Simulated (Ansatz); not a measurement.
# Ge (Fmmm) in Ansatz: band structure with PBEsol

Aim: the band structure of Ge with PBEsol.

All numbers are computed with Ansatz 0.2.0; they aren't measurements. Logs are shortened: lines on timing, memory, paths and dates and some standing lists are left out, and cuts for length are marked.

### 1 Starting point

Symmetry: Fmmm, No. 69, orthorhombic system. The conventional cell has a = 5.261 Å, b = 5.771 Å, c = 10.231 Å, α = 90.00°, β = 90.00°, γ = 90.00°. Around Ge (site symmetry m2m) lie 5 Ge at 2.61 to 2.73 Å. Ge (site symmetry mm2) is surrounded by 6 Ge at 2.71 to 2.96 Å.

This isn't the form of Ge at room conditions, which is diamond.

### 2 Band structure, PBEsol

Contents of input.yaml:

```yaml
crystal:
  lattice:
    - [0.0, 2.88574, 5.115665]
    - [2.630497, 0.0, 5.115665]
    - [2.630497, 2.88574, 0.0]
  atoms:
    - { symbol: Ge, position: [0.72649, 0.27351, 0.72649] }
    - { symbol: Ge, position: [0.27351, 0.72649, 0.27351] }
    - { symbol: Ge, position: [0.218133, 0.218133, 0.781867] }
    - { symbol: Ge, position: [0.781867, 0.781867, 0.218133] }
hamiltonian:
  xc: pbesol
  pseudopotentials: { kind: paw }
kpoints:
  mp_grid: { grid: [7, 7, 7] }
  band_path:
    path:
      - [[0.0, 0.0, 0.0], [0.5, 0.0, 0.5], [0.5, 0.1083705569, 0.6083705569], [0.0286819066, 0.5, 0.5286819066], [0.0, 0.5, 0.5], [0.0, 0.0, 0.0], [0.5, 0.5, 0.0], [0.9713180934, 0.5, 0.4713180934], [0.9098640972, 0.4098640972, 0.5], [0.5, 0.1083705569, 0.6083705569]]
      - [[0.5, 0.8916294431, 0.3916294431], [0.5, 0.5, 0.0]]
      - [[0.0, 0.5, 0.5], [0.0901359028, 0.5901359028, 0.5]]
      - [[0.9098640972, 0.4098640972, 0.5], [0.5, 0.0, 0.5]]
      - [[0.5, 0.5, 0.5], [0.0, 0.0, 0.0]]
    npoints: 14
scf:
  occupations: { method: fermi_dirac, width: 0.05 }
  n_extra_bands: 10
output:
  forces: true
  stress: true
  eigenvalues: true
  fatbands: true
```

Potentials or basis: Ansatz PAW.

The run is started by

```console
$ ansatz run input.yaml --threads 2 --pin off --max-ram 5632MiB --backend cpu --events-out ev --progress --plain --runs-dir out
```

The program printed:

```text
Warning: RAYON_NUM_THREADS=2 ignored (pool sized by the plan → 2); use --threads N
scf.n_extra_bands = 10 over 28 filled bands (N_el = 56.0): the run solves 38 bands
Engine: ansatz 0.2.0, aarch64-unknown-linux-gnu
Pseudopotentials: kind: paw
Pseudopotential: Ge, paw, valence charge 14, recommended cutoff 420 eV (normal), Ge.paw.azcp
Functional definition: PBEsol
  exchange = pbesol_x
  correlation = pbesol_c
Crystal: 4 atoms, lattice volume = 77.665 Å³
Basis set: ecut = 420 eV, 1525 PW (Γ), exchange–correlation on 80×80×54 points (8 copies of the dense FFT grid, shifted against one another)
Bands: 38, of which v1, the nominal top of the filled ones, is band 28 counted from 1 (27 counted from 0)
Symmetry: 8 space group operations
Space group: Fmmm (ITA 69), of the structure as read, at distance tolerance 4.3e-5 Å
k-points: 64 of 343
Non-local potential: Ge, projectors of the file, l = 0: 2, l = 1: 2, l = 2: 3, l = 3: 1
PAW form: soft (Blöchl's): semilocal exchange-correlation on the pseudo side does not see the compensation charge
PAW frozen core: Ge, regenerated for the run's functional, and the local potential with it (the file was generated under x = pbe(κ = 0.804, μ = 0.2195149727645171), c = pbe(β = 0.06672455060314922))
PAW one-centre angular grid: Ge, 590 points (default); XC on 64 Gauss nodes
Initial density: superposition of atomic densities (neutral atoms: chi_scale 0, normalization atom), corrected by the library's trained network
Initial wavefunctions: pseudopotential atomic-orbital guess
Functional: x = pbesol(κ = 0.804, μ = 0.12345679012345678), c = pbesol(β = 0.046)
SCF iter   1: F=—  HF=-17013.279462 eV  |F-HF|=—  |Δ(HF+E_count)|=         —  Δρ=2.09e-3  dr2=2.26e-3  ethr=1.77e-3  ⟨swp⟩=5.6  Hψ=9408  notcnv=0  defer=32
preconditioner: auto → Kerker (q_TF=auto, 2.584 Å⁻¹)  [metal: Δε(μ)=0.056 eV  Ē_g=24.170 eV  σ=0.050 eV  W_gap=0.26  n_scr=28 (ndim 8)  ℏωp=31.5 eV  f_vac=0.000  D(μ)=1.51/eV (n_scr^D=10)]
SCF iter   2: F=—  HF=-17013.276964 eV  |F-HF|=—  |Δ(HF+E_count)|=   2.50e-3  Δρ=1.18e-3  dr2=8.65e-4  ethr=4.03e-6  ⟨swp⟩=2.0  Hψ=4326  notcnv=0  defer=74
SCF iter   3: F=—  HF=-17013.276936 eV  |F-HF|=—  |Δ(HF+E_count)|=   2.79e-5  Δρ=5.10e-4  dr2=2.04e-4  ethr=1.55e-6  ⟨swp⟩=1.0  Hψ=2291  notcnv=0  defer=74
SCF iter   4: F=—  HF=-17013.276920 eV  |F-HF|=—  |Δ(HF+E_count)|=   1.56e-5  Δρ=7.89e-5  dr2=5.83e-6  ethr=3.65e-7  ⟨swp⟩=2.7  Hψ=3923  notcnv=0  defer=74
SCF iter   5: F=—  HF=-17013.276916 eV  |F-HF|=—  |Δ(HF+E_count)|=   4.37e-6  Δρ=5.42e-5  dr2=1.27e-6  ethr=1.04e-8  ⟨swp⟩=2.0  Hψ=4092  notcnv=0  defer=74
SCF iter   6: F=—  HF=-17013.276915 eV  |F-HF|=—  |Δ(HF+E_count)|=   1.20e-6  Δρ=2.07e-5  dr2=1.62e-7  ethr=2.27e-9  ⟨swp⟩=2.0  Hψ=4036  notcnv=0  defer=74
SCF iter   7: F=-17013.276914 eV  HF=-17013.276914 eV  |F-HF|=1.85e-8  |Δ(HF+E_count)|=   1.61e-7  Δρ=5.63e-6  dr2=1.19e-8  ethr=1.79e-10  ⟨swp⟩=7.8  Hψ=10414  notcnv=0
SCF 1 converged in 7 iterations: F = -17013.276914 eV  dr2 = 1.19e-8
NSCF: frozen V_eff on 187 k-points
SCF converged after 7 iterations
Free energy (F): -17013.276914 eV
Harris-Foulkes:  -17013.276914 eV  (|F-HF|=1.85e-8)
Internal energy: -17013.264372 eV  (E = F + TS)
E sigma→0 (E₀):  -17013.270643 eV
Entropy (-TS):   -0.012542 eV (-3.136 meV/atom)
Fermi energy:    10.319897 eV
--- Per-component energies (eV) ---
  E_band       = -487.469918
  E_kinetic    = 441.880992
  E_local      = -8747.856481  (includes V_loc(G=0)·N_el)
  E_nonlocal   = 1671.245743
  E_hartree    = 3820.660263
  E_xc         = -299.638871
  E_vxc        = -258.315076  (∫ρ·V_xc dr)
  E_paw        = -7907.094616  (= ΣΔE_a)
  E_vpaw       = -1235.757468  (= ΣTr[D̂ρ^β])
  E_aug_tail   = 0.001251  (compensation charges beyond the density's cutoff)
  E_ewald      = -5996.134398
  E_core_change = 3.671745  (= ΣΔE_core)
  E_smearing   = -0.012542  (= −TS)
  E_closure    = -0.000000  (closes the sum)
  Σ components = -17013.276914   (vs F -17013.276914, Δ=0.00e0)
--- Forces (eV/Å), atoms counted from 1 ---
  atom   1  Ge     0.00000000    -0.03918337     0.00000000
  atom   2  Ge     0.00000000     0.03918337     0.00000000
  atom   3  Ge     0.00000000     0.00000000     0.04291670
  atom   4  Ge     0.00000000     0.00000000    -0.04291670
  max |Σ_I F_I| component: 0.00e0 eV/Å
--- Stress (GPa, compression-positive) ---
       -4.002133       0.000000       0.000000
        0.000000      -3.027367       0.000000
        0.000000       0.000000      -3.457138
  P = ⅓ Tr σ = -3.4955 GPa (-34.955 kbar)
--- Band table (eV; the first three rows and the last of 64) ---
  k-point 0: bands = ["-14.3709", "-14.3217", "-14.2869", "-14.2777", "-14.2752", "-14.2700", "-14.2671", "-14.2591", "-14.2260", "-14.2186", "-14.1926", "-14.1917", "-14.1576", "-14.1493", "-14.1456", "-14.1280", "-14.1271", "-14.1198", "-14.0849", "-14.0414", "-2.6029", "1.9937", "4.1418", "6.5615", "7.4735", "8.0341", "8.3883", "8.5415", "8.7735", "13.2586", "14.0229", "14.4137", "16.5875", "17.3262", "17.5467", "17.7237", "18.2142", "18.8791"]
  k-point 1: bands = ["-14.3589", "-14.3156", "-14.2876", "-14.2757", "-14.2697", "-14.2689", "-14.2673", "-14.2457", "-14.2245", "-14.2162", "-14.1968", "-14.1855", "-14.1589", "-14.1532", "-14.1505", "-14.1345", "-14.1306", "-14.1270", "-14.0893", "-14.0538", "-2.3782", "1.9489", "4.2937", "5.2854", "6.3780", "8.2457", "8.7620", "9.3504", "9.8116", "13.2632", "14.1797", "15.0432", "15.7735", "16.2276", "16.9845", "17.4660", "17.6836", "19.5845"]
  k-point 2: bands = ["-14.3257", "-14.2986", "-14.2915", "-14.2788", "-14.2623", "-14.2552", "-14.2482", "-14.2261", "-14.2193", "-14.2118", "-14.2032", "-14.1759", "-14.1704", "-14.1640", "-14.1562", "-14.1486", "-14.1438", "-14.1407", "-14.1016", "-14.0852", "-1.7060", "1.9903", "2.8202", "4.3848", "6.4075", "8.5072", "9.3945", "10.5428", "11.2615", "11.6640", "13.5440", "14.1145", "15.3685", "16.1540", "17.0089", "17.2017", "17.5543", "18.5733"]
  k-point 63: bands = ["-14.3519", "-14.3045", "-14.2857", "-14.2750", "-14.2619", "-14.2521", "-14.2450", "-14.2438", "-14.2245", "-14.2110", "-14.1957", "-14.1889", "-14.1784", "-14.1603", "-14.1564", "-14.1501", "-14.1438", "-14.1292", "-14.0970", "-14.0552", "-1.2452", "-0.7725", "4.1003", "6.2583", "8.2852", "9.3597", "10.2407", "10.3266", "11.1662", "11.5322", "12.1632", "13.7066", "14.8462", "15.2866", "15.5973", "16.2805", "17.0507", "18.0658"]
```

Wall time 14 s (2 threads of Arm Neoverse V2, shared host); peak memory 0.49 GiB.

Results:

| Item | Value |
| --- | --- |
| Free energy | -17013.2769 eV |
| Pressure | -3.5 GPa |
| Largest force | 0.043 eV/Å |
| Band gap on the k mesh | none (metal or under the smearing width) |

Forces in eV/Å, atoms in the order of the input:
```
Ge   0.000 -0.039  0.000
Ge   0.000  0.039  0.000
Ge   0.000  0.000  0.043
Ge   0.000  0.000 -0.043
```

Stress tensor (GPa, compression positive):
```
-4.00  0.00  0.00
 0.00 -3.03  0.00
 0.00  0.00 -3.46
```

Levels at the corners of the path, in eV from the Fermi level:
| point | band 25 | band 26 | band 27 | band 28 | band 29 | band 30 | band 31 | band 32 | band 33 | band 34 |
| --- | --- | --- | --- | --- | --- | --- | --- | --- | --- | --- |
| Γ | -2.85 | -2.29 | -1.93 | -1.78 | -1.55 | 2.94 | 3.70 | 4.09 | 6.27 | 7.01 |
| Y | -4.55 | -4.06 | -3.12 | -2.60 | -1.19 | -0.78 | 3.60 | 4.75 | 7.07 | 8.40 |
| C | -3.29 | -2.69 | -2.61 | -2.36 | -0.96 | -0.45 | 2.89 | 3.69 | 7.65 | 8.15 |
| D | -5.65 | -5.09 | -3.40 | -1.99 | -1.79 | 2.82 | 3.73 | 3.98 | 6.00 | 6.20 |
| X | -5.67 | -5.19 | -3.42 | -2.00 | -1.80 | 2.80 | 3.81 | 4.07 | 5.94 | 6.09 |
| Γ | -2.85 | -2.29 | -1.93 | -1.78 | -1.55 | 2.94 | 3.70 | 4.09 | 6.27 | 7.01 |
| Z | -2.10 | -1.79 | -0.18 | 0.56 | 1.07 | 1.22 | 2.03 | 2.76 | 4.97 | 5.56 |
| D1 | -5.65 | -5.09 | -3.40 | -1.99 | -1.79 | 2.82 | 3.73 | 3.98 | 6.00 | 6.20 |
| H | -5.62 | -5.05 | -3.77 | -1.97 | -1.49 | 3.06 | 3.20 | 3.42 | 6.44 | 6.71 |
| C | -3.29 | -2.69 | -2.61 | -2.36 | -0.96 | -0.45 | 2.89 | 3.69 | 7.65 | 8.15 |
| C1 | -3.29 | -2.69 | -2.61 | -2.36 | -0.96 | -0.45 | 2.89 | 3.69 | 7.65 | 8.15 |
| Z | -2.10 | -1.79 | -0.18 | 0.56 | 1.07 | 1.22 | 2.03 | 2.76 | 4.97 | 5.56 |
| X | -5.67 | -5.19 | -3.42 | -2.00 | -1.80 | 2.80 | 3.81 | 4.07 | 5.94 | 6.09 |
| H1 | -5.62 | -5.05 | -3.77 | -1.97 | -1.49 | 3.06 | 3.20 | 3.42 | 6.44 | 6.71 |
| H | -5.62 | -5.05 | -3.77 | -1.97 | -1.49 | 3.06 | 3.20 | 3.42 | 6.44 | 6.71 |
| Y | -4.55 | -4.06 | -3.12 | -2.60 | -1.19 | -0.78 | 3.60 | 4.75 | 7.07 | 8.40 |
| L | -1.94 | -1.57 | -0.76 | 0.82 | 1.02 | 1.19 | 2.33 | 2.42 | 3.51 | 4.40 |
| Γ | -2.85 | -2.29 | -1.93 | -1.78 | -1.55 | 2.94 | 3.70 | 4.09 | 6.27 | 7.01 |

Caveat: the PAW data sets come from PBE, with cores solved anew for the run's functional, which leaves a small shift of forces and pressure.

### 3 The reference run

An earlier run on the cell as given: functional PBEsol; potentials or basis Ansatz PAW; cutoff 420 eV (not typed: the program's choice for these potentials); k mesh 7 × 7 × 7; occupations fermi-dirac, width 0.05 eV; no spin polarisation.

- Pressure: -3.5 GPa
- Largest force: 0.043 eV/Å
- Band gap on the k mesh: none (metal or under the smearing width)
